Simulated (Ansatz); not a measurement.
What moves the pressure of CdS?

```xyz
2
Lattice="0.0000 2.9100 2.9100 2.9100 0.0000 2.9100 2.9100 2.9100 0.0000" Properties=species:S:1:pos:R:3 pbc="T T T"
Cd    0.0000    0.0000    0.0000
S     4.3650    4.3650    4.3650
```

Atom numbers follow the list: Cd1, S2.

The cell is COD entry 1011260, as deposited and not checked against the literature; nothing was relaxed. It is an old determination, and later ones may differ.

Level of theory: DFT, PBE, all-electron LAPW, scalar-relativistic (Ansatz 0.2.0).

The runs use a Γ-centred 9×9×9 k mesh, Fermi–Dirac smearing of 0.03 eV, basis error target 0.5 meV/atom, no spin polarisation.

In this reference run the pressure is 3.3 GPa (positive in compression). Each change below is made alone, on the same k mesh, with fractional coordinates held unless an atom is moved; x, y and z are the Cartesian axes.

One change shifts the pressure by +1.4 GPa. Which?
A. volume scaled by 1.02
B. volume scaled by 0.98
C. functional pbesol
D. functional lda
E. no relativity
F. spin-orbit coupling on

B. The others give: spin-orbit coupling on, -0.1 GPa; volume scaled by 1.02, -1.3 GPa; no relativity, +2.2 GPa; functional pbesol, -3.2 GPa; functional lda, -5.4 GPa.
